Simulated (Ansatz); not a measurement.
Here is the system:

BaF2:
```
CELL_PARAMETERS angstrom
      0.00000     3.09737     3.09737
      3.09737     0.00000     3.09737
      3.09737     3.09737     0.00000
ATOMIC_POSITIONS crystal
  Ba 0.00000 0.00000 0.00000
  F  0.25000 0.25000 0.25000
  F  0.75000 0.75000 0.75000
```

This is the r²SCAN-relaxed structure.

Task: All from the program Ansatz at the r²SCAN level (PAW), unless another level is named. Give the smallest direct gap on the standard path.

Result: 7.52 eV.

Task: Predict the band gap.

Result: 7.41 eV (indirect).

Task: And the weight of the conduction-edge state by species (Voronoi cells)?

Result: F 81 %, Ba 19 %.

Task: Give the conduction-band minimum.

Result: at Γ.

Space group Fm-3m (fluorite). The cell was relaxed with r²SCAN under the symmetry of its start. Spin–orbit coupling is left out wherever it is not named.

Potentials: the later of the program's two PAW sets.
